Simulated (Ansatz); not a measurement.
Re: energy along a strain

Re, Fm-3m, a = 3.950 Å (as given, not relaxed at this level: -9.2 GPa). This isn't the element's structure at ambient conditions. Ansatz: PBE, PAW, 420 eV, Γ-centred 20×20×20 mesh on 1 atom, Gaussian smearing 0.15 eV; no spin polarisation. Cell vectors (Å): 0.000 1.975 1.975; 1.975 0.000 1.975; 1.975 1.975 0.000. The cell is strained by x per cent times the pattern (0 1 0 0 0 0) in the order xx yy zz yz xz xy (engineering shears), with fractional coordinates held. y is the free energy over the start, V0 = 15.407 Å³/atom.

```
x (%) y (meV/atom)
-2.00         -7.64
-1.50         -7.65
-1.00         -6.36
-0.50         -3.80
 0.00          0.00
 0.50          5.00
 1.00             ?
 1.50         18.50
 1.75         22.58
 2.00         26.93
```

Question: Fit y = c1 x + c2 x² + c3 x³ to the other rows, get the stiffness along the pattern, and predict the missing energy.

Answer: Least squares on the rows shown. y = 8.8125 x + 2.4112 x² − 0.042457 x³. The clamped-ion stiffness p·C·p = 2 × 24.11 eV × 160.2 / 15.407 Å³ = 501 GPa, which is C22 in these axes (C11 of the cubic crystal) (second derivative at the start, which stands under stress). At x = 1.00 the fit asked for gives 11.18 meV/atom. The run gave 11.18 meV/atom, the same to the digits shown.

Spin–orbit coupling is left out, which can shift energies with elements as heavy as these.